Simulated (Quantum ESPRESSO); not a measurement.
Input of a Quantum ESPRESSO 7.5 run:

File pw.in:

```
&CONTROL
  calculation = 'scf'
  prefix = 'pwscf'
  outdir = './tmp'
  pseudo_dir = './pseudo'
  tprnfor = .true.
  tstress = .true.
  disk_io = 'nowf'
/
&SYSTEM
  ibrav = 0
  nat = 2
  ntyp = 2
  ecutwfc = 68
  ecutrho = 544
  nbnd = 16
  occupations = 'smearing'
  smearing = 'fd'
  degauss = 0.00367493
/
&ELECTRONS
  conv_thr = 4d-10
  electron_maxstep = 120
  mixing_beta = 0.5
/
ATOMIC_SPECIES
Te   127.6000 te_pbesol_v1.uspp.F.UPF
Sn   118.7100 sn_pbesol_v1.4.uspp.F.UPF
CELL_PARAMETERS angstrom
   0.0000000000    3.6111460000    3.6111460000
   3.6111460000    0.0000000000    3.6111460000
   3.6111460000    3.6111460000    0.0000000000
ATOMIC_POSITIONS crystal
Te     0.2510420000    0.2569570000    0.2411300000
Sn     0.0078840000   -0.0047240000   -0.0072590000
K_POINTS automatic
7 7 7 0 0 0
```

Potentials or basis: GBRV 1.5 PBEsol.

Command:

```bash
$ OMP_NUM_THREADS=1 mpirun -n 2 pw.x -nk 2 -in pw.in > pw.out
```

(1) What does it give for the pressure?

(2) Estimate the band gap on the k mesh.

Answers

(1) -1.5 GPa.

(2) 0.25 eV, indirect (least direct gap 0.79 eV).

Caveat: spin-orbit coupling is left out, which moves the levels of the heavy elements; an odd mesh through Γ misses points on the zone boundary, where band edges often lie.
